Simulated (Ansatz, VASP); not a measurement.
# SiC: VASP beside Ansatz

File INCAR:

```
ALGO = Normal
EDIFF = 1E-6
ENCUT = 520
GGA = PE
ISIF = 2
ISMEAR = 0
LASPH = T
LCHARG = F
LREAL = F
LWAVE = F
NBANDS = 16
NELM = 80
PREC = Accurate
SIGMA = 0.05
```

KPOINTS

```
k-points
0
Gamma
  12 12 6
```

POSCAR

```
SiC
1.0
    2.9952981639      0.0000000000      0.0000000000
   -1.4976490819      2.5940043018      0.0000000000
    0.0000000000      0.0000000000      5.4066149070
Si C
2 2
Direct
    0.3333333333      0.6666666667      0.0045636718
    0.6666666667      0.3333333333      0.5045636718
    0.3333333333      0.6666666667      0.3804363282
    0.6666666667      0.3333333333      0.8804363282
```

Input for Ansatz:

```yaml
crystal:
  lattice:
    - [2.9952981639, 0.0, 0.0]
    - [-1.4976490819, 2.5940043018, 0.0]
    - [0.0, 0.0, 5.406614907]
  atoms:
    - { symbol: Si, position: [0.3333333333, 0.6666666667, 0.0045636718] }
    - { symbol: Si, position: [0.6666666667, 0.3333333333, 0.5045636718] }
    - { symbol: C, position: [0.3333333333, 0.6666666667, 0.3804363282] }
    - { symbol: C, position: [0.6666666667, 0.3333333333, 0.8804363282] }
basis:
  ecutwfc: 420
kpoints:
  mp_grid: { grid: [12, 12, 6] }
hamiltonian:
  xc: pbe
scf:
  occupations: { method: gaussian, width: 0.05 }
output:
  forces: true
  stress: true
  eigenvalues: true
```

Alike in both runs: task single point; functional PBE; k mesh 12 × 12 × 6; occupations gaussian, width 0.05 eV; no spin polarisation.

```csv
,VASP,Ansatz
version,VASP 6.6.1,Ansatz 0.2.0
potentials or method,"VASP PAW PBE potentials, release 64 (Si, C)","scalar-relativistic, plane waves, PAW"
plane-wave cutoff (eV),520,420
valence electrons in the cell,16,16
```

Ansatz gave:

* gap on the k mesh at the Fermi level (eV): 1.94
* least direct gap on the mesh (eV): 3.80
* pressure (GPa): 2.8
* largest component of the traceless stress (GPa): 31.77
* rms of the force components (eV/Å): 0.266

Which values does VASP return?

gap on the k mesh at the Fermi level (eV): 1.94; least direct gap on the mesh (eV): 3.80; pressure (GPa): 2.8; largest component of the traceless stress (GPa): 31.91; rms of the force components (eV/Å): 0.265.

Atom by atom the forces differ by 0.000 eV/Å (rms over components). The functional is the same, so the differences come from potentials, cutoffs and numerics.

A k mesh can miss the band edges. A hybrid or GW would open this gap; PBE tends to underestimate it.
